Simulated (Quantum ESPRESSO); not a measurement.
The system is Sn.

```
Sn
1.0
    -2.02919    2.02919    1.66076
     2.02919   -2.02919    1.66076
     2.02919    2.02919   -1.66076
Sn
1
Direct
  0.00000 0.00000 0.00000
```

This isn't the form of Sn at room conditions, which is tetragonal (white tin).

* Program: Quantum ESPRESSO 7.5
* Task: single point
* Functional: PBE
* Potentials or basis: SSSP 1.3 efficiency PBE
* Cutoff: 816 eV
* Density cutoff: 6531 eV
* k mesh: 10 × 10 × 10
* Occupations: fermi-dirac, width 0.05 eV
* Spin: no spin polarisation

On this cell: pressure 0.9 GPa; band gap on the k mesh none (metal or under the smearing width).

The same run follows on a disturbed copy (cell strained at random at fixed volume):

```
Sn
1.0
    -1.96923    2.05623    1.62201
     2.04455   -2.03890    1.69286
     1.97855    2.04822   -1.60084
Sn
1
Direct
  0.00815 0.00113 0.99938
```

Q: What changes?

A: The energy (extrapolated to zero smearing) moves by +1.6 meV/atom; pressure 1.1 GPa; band gap on the k mesh none (metal or under the smearing width).

Stress tensor (GPa, compression positive):
```
 0.53 -0.18 -0.32
-0.18  0.69 -0.09
-0.32 -0.09  2.12
```
